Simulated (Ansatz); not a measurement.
# MnO (Cm) in Ansatz: further runs, part 2 of 2

Ansatz 0.2.0. The steps go on from the part before.

## (3) Relaxation of cell and atoms, PBE, collinear spin, ferromagnetic start, target pressure 10 GPa, at which the enthalpy is minimised

input.yaml

```yaml
crystal:
  lattice:
    - [2.9712935166, -1.7169813801, 0.0]
    - [2.9712935166, 1.7169813801, 0.0]
    - [-1.9846287531, 0.0, 2.8103092467]
  atoms:
    - { symbol: Mn, position: [0.500199, 0.500199, 0.500665], spin: 4.0 }
    - { symbol: O, position: [0.7498025, 0.7498025, 0.249336] }
hamiltonian:
  xc: pbe
  pseudopotentials: { kind: paw }
magnetization:
  spin_polarized: true
kpoints:
  mp_grid: { grid: [7, 7, 7] }
scf:
  occupations: { method: fermi_dirac, width: 0.05 }
output:
  forces: true
  stress: true
  eigenvalues: true
  write_density: true
  write_potential: true
  elf: true
  volumetric_format: npy
relax:
  f_tol: 0.01
  max_steps: 40
  cell: { stress_tol: 0.05, p_target: 10.0 }
```

Potentials or basis: Ansatz PAW.

Launch:

```
$ ansatz run input.yaml --threads 2 --pin off --max-ram 5632MiB --backend cpu --events-out ev --progress --plain --runs-dir out
```

Log:

```text
Warning: RAYON_NUM_THREADS=2 ignored (pool sized by the plan → 2); use --threads N
Engine: ansatz 0.2.0, aarch64-unknown-linux-gnu
Pseudopotentials: kind: paw
Pseudopotential: Mn, paw, valence charge 15, recommended cutoff 420 eV (normal), Mn.paw.azcp
Pseudopotential: O, paw, valence charge 6, recommended cutoff 420 eV (normal), O.paw.azcp
Functional definition: PBE
  parameter kappa = 0.804
  parameter beta = 0.06672455060314922
  exchange = pbe_x(kappa = kappa, mu = beta*pi^2/3)
  correlation = pbe_c(beta = beta)
Crystal: 2 atoms, lattice volume = 28.674 Å³
Basis set: ecut = 420 eV, 537 PW (Γ), exchange–correlation on 48×48×48 points (8 copies of the dense FFT grid, shifted against one another)
Bands: 17, of which v1, the nominal top of the filled ones, is band 11 counted from 1 (10 counted from 0)
Symmetry: 2 space group operations
Space group: Cm (ITA 8), of the structure as read, at distance tolerance 3.1e-5 Å
Magnetic group: BNS 8.32 (UNI 39), of the structure as read, at distance tolerance 3.1e-5 Å
k-points: 100 of 343 (time reversal used)
Non-local potential: Mn, projectors of the file, l = 0: 3, l = 1: 2, l = 2: 3, l = 3: 1
Non-local potential: O, projectors of the file, l = 0: 2, l = 1: 2, l = 2: 1
PAW form: soft (Blöchl's): semilocal exchange-correlation on the pseudo side does not see the compensation charge
PAW one-centre angular grid: Mn, 590 points (default); XC on 64 Gauss nodes
PAW one-centre angular grid: O, 110 points (default); XC on 64 Gauss nodes
[... 157 lines left out ...]
Fermi energy:    11.435313 eV
--- Per-component energies (eV) ---
  E_band       = -290.272473
  E_kinetic    = 475.201550
  E_local      = -2531.205060  (includes V_loc(G=0)·N_el)
  E_nonlocal   = 300.705890
  E_hartree    = 1022.113772
  E_xc         = -184.896277
  E_vxc        = -236.222965  (∫ρ·V_xc dr)
  E_paw        = -1464.188325  (= ΣΔE_a)
  E_vpaw       = -342.981885  (= ΣTr[D̂ρ^β])
  E_aug_tail   = 0.002457  (compensation charges beyond the density's cutoff)
  E_ewald      = -2083.824690
  E_smearing   = -0.010524  (= −TS)
  E_closure    = 0.000000  (closes the sum)
  Σ components = -4466.101207   (vs F -4466.101207, Δ=0.00e0)
--- Forces (eV/Å), atoms counted from 1 ---
  atom   1  Mn     0.00024782     0.00000000    -0.00342437
  atom   2  O     -0.00024781     0.00000000     0.00342437
  max |Σ_I F_I| component: 1.53e-8 eV/Å
--- Stress (GPa, compression-positive) ---
       10.002528       0.000000       0.010040
        0.000000       9.987172       0.000000
        0.010040       0.000000       9.981566
  P = ⅓ Tr σ = 9.9904 GPa (99.904 kbar)
--- Band table (eV; the first three rows and the last of 200) ---
  k-point 0 ↑: bands = ["-70.0866", "-38.8355", "-38.8355", "-38.8353", "-8.8574", "4.9379", "4.9469", "4.9489", "8.7864", "8.7893", "10.2485", "11.8855", "11.8868", "11.8932", "24.2784", "24.3120", "24.3140"]
  k-point 1 ↑: bands = ["-70.0858", "-38.8439", "-38.8368", "-38.8368", "-8.7563", "4.6361", "5.0231", "5.0255", "8.7554", "8.7579", "10.7419", "11.7689", "11.7703", "11.8274", "22.4194", "24.4392", "24.4450"]
  k-point 2 ↑: bands = ["-70.0842", "-38.8632", "-38.8397", "-38.8397", "-8.5277", "4.2385", "5.1758", "5.1789", "8.7847", "8.7859", "10.1364", "11.4256", "11.4268", "13.3229", "19.7219", "24.2667", "24.2798"]
  k-point 99 ↓: bands = ["-65.4868", "-34.3901", "-34.3505", "-34.3443", "-7.8696", "4.9924", "6.1630", "6.4112", "12.3322", "13.0028", "13.1074", "14.1607", "14.3681", "17.7698", "18.9226", "23.8207", "25.4273"]
--- Relaxed structure (7 steps of the walk, 7 accepted, 3 SCFs on fresh bases) ---
  F+E_penalty+E_count = -4466.10120678 eV   max|allowed force component| = 3.424e-3 eV/Å   (the final SCF, on the basis selected at the relaxed cell)
  cell:  # Å, volume = 24.8660 Å³
    - [2.8351497309711124, -1.6380503465648473, 0.0006803846909187167]
    - [2.8351497309711124, 1.6380503465648473, 0.0006803846909187522]
    - [-1.8930501320775501, 2.9177023068524265e-17, 2.6766981929834666]
  atoms:
    - { symbol: Mn, position: [0.5001362531234809, 0.5001362531234809, 0.5004483162873979] }
    - { symbol: O, position: [0.7498652468765192, 0.7498652468765192, 0.24955268371260209] }
```

rho_z.tsv:

```text
# z_ang	rho[e/angstrom^3]	rho_spin[e/angstrom^3]
# format = ansatz-planar-average/11
# lattice	2.835149731	-1.638050347	0.000680385
# lattice	2.835149731	1.638050347	0.000680385
# lattice	-1.893050132	0.000000000	2.676698193
# sites	2
# site	25	1.888548576	0.000000000	1.340229674
# site	8	3.779544765	0.000000000	0.668997611
0.000000	2.290313e-1	1.517081e-2
0.136603	3.103939e-1	1.956227e-2
0.273206	4.266097e-1	2.859478e-2
0.409808	5.697264e-1	4.226067e-2
0.546411	7.180480e-1	6.008800e-2
0.683014	8.535225e-1	8.248564e-2
0.819617	9.772890e-1	1.126652e-1
0.956220	1.111000e0	1.580225e-1
1.092823	1.284468e0	2.279476e-1
1.229425	1.511190e0	3.247728e-1
1.366028	1.761330e0	4.329383e-1
1.502631	1.954461e0	5.198535e-1
1.639234	1.992704e0	5.532066e-1
1.775837	1.824200e0	5.209224e-1
1.912440	1.484914e0	4.369423e-1
2.049042	1.077019e0	3.307541e-1
2.185645	7.063346e-1	2.308192e-1
2.322248	4.335696e-1	1.529597e-1
2.458851	2.659257e-1	9.916332e-2
2.595454	1.786658e-1	6.404804e-2
2.732057	1.416327e-1	4.147137e-2
2.868659	1.338602e-1	2.718470e-2
3.005262	1.460227e-1	1.877232e-2
3.141865	1.767029e-1	1.495363e-2
```

v_z.tsv:

```text
# z_ang	v_es[eV]	v_tot_up[eV]	v_tot_dn[eV]
# format = ansatz-planar-average/11
# xc	pbe
# density_cutoff_ev	1680
# datasets	Mn=:simpson_from_first_knot:soft	O=:simpson_from_first_knot:soft
# lattice	2.835149731	-1.638050347	0.000680385
# lattice	2.835149731	1.638050347	0.000680385
# lattice	-1.893050132	0.000000000	2.676698193
# sites	2
# site	25	1.888548576	0.000000000	1.340229674
# site	8	3.779544765	0.000000000	0.668997611
0.000000	1.196068e1	3.314551e0	3.465462e0
0.136603	1.073036e1	1.393858e0	1.715792e0
0.273206	9.075460e0	-1.031158e0	-5.148026e-1
0.409808	7.292609e0	-3.610087e0	-2.973590e0
0.546411	5.377396e0	-6.270246e0	-5.478039e0
0.683014	3.322424e0	-9.063817e0	-8.088704e0
0.819617	1.311210e0	-1.173562e1	-1.066213e1
0.956220	-4.028521e-1	-1.395888e1	-1.283457e1
1.092823	-1.592564e0	-1.552249e1	-1.440028e1
1.229425	-2.177656e0	-1.629133e1	-1.521064e1
1.366028	-2.161014e0	-1.625751e1	-1.517076e1
1.502631	-1.578962e0	-1.548911e1	-1.437960e1
1.639234	-7.288347e-1	-1.425463e1	-1.309331e1
1.775837	-2.808528e-2	-1.303750e1	-1.174530e1
1.912440	7.884693e-1	-1.162914e1	-1.020311e1
2.049042	2.039780e0	-9.660206e0	-8.083177e0
2.185645	3.666351e0	-7.252907e0	-5.513642e0
2.322248	5.582922e0	-4.523412e0	-2.706101e0
2.458851	7.569135e0	-1.682201e0	2.724710e-1
2.595454	9.369709e0	7.485746e-1	2.739677e0
2.732057	1.073989e1	2.443115e0	3.766243e0
2.868659	1.162423e1	3.663021e0	3.932732e0
3.005262	1.212258e1	4.389802e0	4.218007e0
3.141865	1.234374e1	4.329927e0	4.309057e0
```

Wall time 63 s (2 threads of Arm Neoverse V1, shared host); peak memory 0.46 GiB.

Results:

```yaml
Free_energy: -4466.1012 eV
Relaxed_volume: 12.43 Å³/atom
Relaxed_cell: a = 3.274 Å, b = 3.274 Å, c = 3.278 Å, α = 119.99°, β = 119.99°, γ = 60.04°
Space_group_after_relaxing_to_0.05_Å: F-43m (No. 216)
Energy_change_on_relaxing_the_enthalpy_is_what_falls: +39.9 meV/atom
Ionic_steps: 10
Pressure_after_relaxing: 10.0 GPa
Largest_force_after_relaxing: 0.003 eV/Å
Band_gap_on_the_k_mesh: none (metal or under the smearing width)
Net_moment: 4.68 μB per cell
Absolute_moment: 4.68 μB per cell
Site_moments: Mn +3.70; O +0.20 μB
```

Forces on the atoms (eV/Å):
```
Mn   0.000  0.000 -0.003
O    0.000  0.000  0.003
```

Step by step:
```tsv
step	energy change (eV)	largest force (eV/Å)	volume (Å³)
1	0.0000	0.0014	28.67
2	0.0060	0.0032	26.31
3	0.0443	0.0038	25.38
4	0.0675	0.0044	24.97
5	0.0654	0.0034	25.00
6	0.0715	0.0034	25.00
7	0.0785	0.0043	24.88
8	0.0789	0.0044	24.88
9	0.0797	0.0034	24.87
10	0.0798	0.0034	24.87
```

Final structure:
```
Mn O
1.0
     2.83515   -1.63805    0.00068
     2.83515    1.63805    0.00068
    -1.89305    0.00000    2.67670
Mn O
1 1
Direct
  0.50014 0.50014 0.50045
  0.74987 0.74987 0.24955
```

Levels at points of the mesh, in eV from the Fermi level:
Spin up:
```csv
k point,band 11,band 12,band 13,band 14,band 15,band 16
"(0.00, 0.00, 0.00)",-1.19,0.45,0.45,0.46,12.84,12.88
```
Spin down:
| k point | band 5 | band 6 | band 7 | band 8 | band 9 | band 10 | band 11 | band 12 |
| --- | --- | --- | --- | --- | --- | --- | --- | --- |
| (0.00, 0.00, 0.00) | -19.87 | -5.30 | -5.29 | -5.29 | 0.03 | 1.53 | 1.54 | 3.62 |

Caveat: the plane-wave basis is chosen anew once the cell has moved, so the energies of steps on either side of that aren't comparable; the pressure holds a Pulay correction of +0.5 GPa for the finite cutoff; a cell with one magnetic atom can't hold antiferromagnetic order, which such compounds often take; semilocal functionals often make such compounds metallic where correlation or magnetic order opens a gap, which also shifts bond lengths. With open d or f shells a metallic result of PBE can be an artefact of self-interaction; +U or a hybrid may open a gap.

## (4) Relaxation of cell and atoms, PBE, collinear spin, ferromagnetic start, target pressure 20 GPa, at which the enthalpy is minimised

input.yaml, as its differences from that of step 3:

```diff
@@ -21,6 +21,2 @@
   eigenvalues: true
-  write_density: true
-  write_potential: true
-  elf: true
-  volumetric_format: npy
 relax:
@@ -28,2 +24,2 @@
   max_steps: 40
-  cell: { stress_tol: 0.05, p_target: 10.0 }
+  cell: { stress_tol: 0.05, p_target: 20.0 }
```

Launch:

```
$ ansatz run input.yaml --threads 2 --pin off --max-ram 5632MiB --backend cpu --events-out ev --progress --plain --runs-dir out
```

Wall time 54 s (2 threads of Arm Neoverse V1, shared host); peak memory 0.46 GiB.

It converged, with:

| Property | Result |
| --- | --- |
| Free energy | -4465.8693 eV |
| Relaxed volume | 11.14 Å³/atom |
| Relaxed cell | a = 3.155 Å, b = 3.155 Å, c = 3.163 Å, α = 119.91°, β = 119.91°, γ = 59.99° |
| Space group after relaxing (to 0.05 Å) | F-43m (No. 216) |
| Energy change on relaxing (the enthalpy is what falls) | +155.9 meV/atom |
| Ionic steps | 9 |
| Pressure after relaxing | 20.0 GPa |
| Band gap on the k mesh | none (metal or under the smearing width) |
| Net moment | 4.01 μB per cell |
| Absolute moment | 4.01 μB per cell |
| Site moments | Mn +3.21; O +0.15 μB |

The path:
```tsv
step	energy change (eV)	largest force (eV/Å)	volume (Å³)
1	0.0000	0.0014	28.67
2	0.0845	0.0012	24.69
3	0.2525	0.0003	22.74
4	0.3062	0.0018	22.28
5	0.2920	0.0001	22.39
6	0.2944	0.0003	22.37
7	0.3019	0.0003	22.37
8	0.3115	0.0004	22.29
9	0.3118	0.0004	22.29
```

Final structure:
```
CELL_PARAMETERS angstrom
2.73237 -1.57726 0.00199
2.73237 1.57726 0.00199
-1.82316 0.00000 2.58469
ATOMIC_POSITIONS crystal
Mn 0.50045 0.50045 0.50133
O 0.74955 0.74955 0.24867
```

Levels at points of the mesh, in eV from the Fermi level:
Spin up:
```tsv
k point	band 11	band 12	band 13	band 14	band 15	band 16
(0.00, 0.00, 0.00)	-0.80	0.90	0.90	0.92	13.79	13.92
```
Spin down:
```tsv
k point	band 4	band 5	band 6	band 7	band 8	band 9	band 10	band 11	band 12	band 13
(0.00, 0.00, 0.00)	-46.17	-20.79	-6.16	-6.13	-6.13	-0.01	1.26	1.26	3.60	3.60
```

Caveat: the volume moved by over 15 % at a fixed basis, so the end points are rough; the plane-wave basis is chosen anew once the cell has moved, so the energies of steps on either side of that aren't comparable; the pressure holds a Pulay correction of +0.6 GPa for the finite cutoff; a cell with one magnetic atom can't hold antiferromagnetic order, which such compounds often take; semilocal functionals often make such compounds metallic where correlation or magnetic order opens a gap, which also shifts bond lengths.

## (5) Overview

| cell | target pressure (GPa) | gap on the mesh (eV) | pressure (GPa) | moment (μB) |
| --- | --- | --- | --- | --- |
| relaxed to 5 GPa | 5 | none | 5.0 | 4.95 |
| relaxed to 10 GPa | 10 | none | 10.0 | 4.68 |
| relaxed to 20 GPa | 20 | none | 20.0 | 4.01 |

Alike in all rows: task relaxation of cell and atoms; level PBE; potentials or basis Ansatz PAW; spin collinear, ferromagnetic start; k mesh 7 × 7 × 7; cutoff (eV) 420; smearing fermi-dirac 0.05 eV.

Caveats: the plane-wave basis is chosen anew once the cell has moved, so the energies of steps on either side of that aren't comparable; a cell with one magnetic atom can't hold antiferromagnetic order, which such compounds often take; semilocal functionals often make such compounds metallic where correlation or magnetic order opens a gap, which also shifts bond lengths; the volume moved by over 15 % at a fixed basis, so the end points are rough (some runs).

Absolute energies hang on the potentials; compare differences alone.
